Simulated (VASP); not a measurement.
**Si in VASP 6.6.1, single-point calculation**

INCAR

```
IBRION = -1
ISMEAR = 1
PREC = Accurate
LWAVE = .FALSE.
LASPH = .TRUE.
ENCUT = 520
SIGMA = 0.5
LREAL = .FALSE.
NELM = 89
NSW = 0
GGA = PE
BMIX = 0.0001
ISIF = 2
EDIFF = 1E-7
AMIX = 0.2
LCHARG = .FALSE.
NBANDS = 11
```

KPOINTS

```
KPOINTS created by Atomic Simulation Environment
0
Gamma
8 8 8
0 0 0
```

POSCAR

```
Si
 1.0000000000000000
     0.0000000000000000    2.7221188957000000    2.7221188957000000
     2.8310036515000001    0.0000000000000000    2.7221188957000000
     2.8310036515000001    2.7221188957000000    0.0000000000000000
 Si
   2
Cartesian
  0.0000000000000000  0.0000000000000000  0.0000000000000000
  1.4155018257499998  1.3610594478499998  1.3610594478499998
```

The recommended PBE PAW datasets give the neutral cell 8 valence electrons.

Command

```
mpirun -np 1 vasp_std
```

OSZICAR

```
N       E                     dE             d eps       ncg     rms          rms(c)
DAV:   1     0.567638399548E+01    0.56764E+01   -0.31229E+03  1298   0.554E+02
DAV:   2    -0.104897977582E+02   -0.16166E+02   -0.15577E+02  1635   0.833E+01
DAV:   3    -0.109743245849E+02   -0.48453E+00   -0.48335E+00  1733   0.120E+01
DAV:   4    -0.109778071069E+02   -0.34825E-02   -0.34820E-02  1524   0.129E+00
DAV:   5    -0.109778461448E+02   -0.39038E-04   -0.39038E-04  1673   0.129E-01    0.459E+00
DAV:   6    -0.109084333290E+02    0.69413E-01   -0.22198E-02  1490   0.612E-01    0.367E+00
DAV:   7    -0.108236325735E+02    0.84801E-01   -0.21876E-01  1454   0.202E+00    0.543E-01
DAV:   8    -0.108222894250E+02    0.13431E-02   -0.84227E-03  1466   0.474E-01    0.152E-01
DAV:   9    -0.108223114597E+02   -0.22035E-04   -0.23958E-04  1613   0.899E-02    0.107E-01
DAV:  10    -0.108223365934E+02   -0.25134E-04   -0.15557E-05  1539   0.236E-02    0.371E-02
DAV:  11    -0.108223388516E+02   -0.22582E-05   -0.24840E-05  1477   0.245E-02    0.622E-03
DAV:  12    -0.108223388893E+02   -0.37747E-07   -0.38750E-07  1571   0.396E-03
   1 F= -.10822339E+02 E0= -.10825489E+02  d E =0.945029E-02
```

From OUTCAR

```
k-points           NKPTS =     59   k-points in BZ     NKDIM =     59   number of bands    NBANDS=     11

   NELECT =       8.0000    total number of electrons

   dimension x,y,z NGX =    30 NGY =   30 NGZ =   30
   dimension x,y,z NGXF=    60 NGYF=   60 NGZF=   60

  energy-cutoff  :      520.00
  volume of cell :       41.96
      direct lattice vectors                 reciprocal lattice vectors
     0.000000000  2.722118896  2.722118896    -0.176615809  0.183680441  0.183680441
     2.831003652  0.000000000  2.722118896     0.176615809 -0.183680441  0.183680441
     2.831003652  2.722118896  0.000000000     0.176615809  0.183680441 -0.183680441

 k-points in reciprocal lattice and weights: KPOINTS created by Atomic Simulation Env
   0.00000000  0.00000000  0.00000000       0.002
   0.12500000  0.00000000  0.00000000       0.016
   0.25000000  0.00000000  0.00000000       0.016
   0.37500000  0.00000000  0.00000000       0.016
   0.50000000  0.00000000  0.00000000       0.008
   0.12500000  0.12500000  0.00000000       0.008
   0.25000000  0.12500000  0.00000000       0.031
   0.37500000  0.12500000 -0.00000000       0.031
   ...

 E-fermi :   5.6784

 k-point     1 :       0.0000    0.0000    0.0000
  band No.  band energies     occupation
      1      -6.2746      2.00000
      2       5.1806      2.04932
      3       5.4641      1.65685
      4       5.4641      1.65685
      5       7.8712     -0.00000
      6       7.8712     -0.00000
      7       8.0157     -0.00000
      8       8.1901     -0.00000
      9      12.7087     -0.00000
     10      13.1469     -0.00000
     11      13.4106     -0.00000

 k-point     2 :       0.1250    0.0000    0.0000
  band No.  band energies     occupation
      1      -6.0785      2.00000
      2       3.7760      2.00000
      3       4.9911      2.06533
      4       5.2046      2.03758
      5       7.7046     -0.00000
      6       8.2854     -0.00000
      7       8.3732     -0.00000
      8       9.6745     -0.00000
      9      12.3243     -0.00000
     10      12.8747     -0.00000
     11      13.9100     -0.00000

 k-point     3 :       0.2500    0.0000    0.0000
  band No.  band energies     occupation
      1      -5.5071      2.00000
      2       1.5258      2.00000
      3       4.4987      2.00424
      4       4.7839      2.02972
      5       7.2026     -0.00014
      6       8.8155     -0.00000
      7       8.8780     -0.00000
      8      11.8596     -0.00000
      9      12.4935     -0.00000
     10      12.6407     -0.00000
     11      14.2546     -0.00000

 k-point     4 :       0.3750    0.0000    0.0000
  band No.  band energies     occupation
      1      -4.6549      2.00000
      2      -0.4151      2.00000
      3       4.1512      2.00014
      4       4.4948      2.00411
      5       6.8253     -0.00553
      6       8.7439     -0.00000
      7       8.9448     -0.00000
      8      13.1527     -0.00000
      9      13.7694     -0.00000
     10      13.8584     -0.00000
     11      14.7681     -0.00000

 k-point     5 :       0.5000    0.0000    0.0000
  band No.  band energies     occupation
      1      -4.0568      2.00000
      2      -1.3847      2.00000
      3       4.0306      2.00003
      4       4.3968      2.00174
      5       6.6918     -0.01465
      6       8.6440     -0.00000
      7       8.8679     -0.00000
      8      13.0484     -0.00000
      9      15.6024     -0.00000
     10      15.9528      0.00000
     11      16.1041      0.00000

 ...

  Total       -1.2714481     -0.2282548     -0.2282548      0.0000000      0.0000000      0.0000000
  in kB      -48.5539554     -8.7165748     -8.7165748      0.0000000      0.0000000      0.0000000
  external PRESSURE =     -21.9957017 kB  Pullay stress =       0.0000000 kB

 POSITION                                       TOTAL-FORCE (eV/Angst)
 -----------------------------------------------------------------------------------
      0.00000      0.00000      0.00000         0.000000      0.000000      0.000000
      1.41550      1.36106      1.36106        -0.000000     -0.000000     -0.000000
 -----------------------------------------------------------------------------------
    total drift:                               -0.000000     -0.000000     -0.000000

  FREE ENERGIE OF THE ION-ELECTRON SYSTEM (eV)
  ---------------------------------------------------
  free  energy   TOTEN  =       -10.8223388893 eV

  energy  without entropy=      -10.8317891811  energy(sigma->0) =      -10.82548899
```

It converged. Results: gap between bands v and c on the k mesh 0.48 eV; least direct gap on the k mesh 2.29 eV; pressure -2.2 GPa. Band v is the last that the valence electrons fill when counted band by band, and c is the next.

For comparison, a separate PBE run of the intended cell, on usual settings and not on those above, gives a gap of 0.48 eV on its mesh and a pressure of -2.2 GPa.

The run above took about 26 s on one core of a shared host (Intel Xeon Platinum 8488C) and held 0.17 GiB at most.
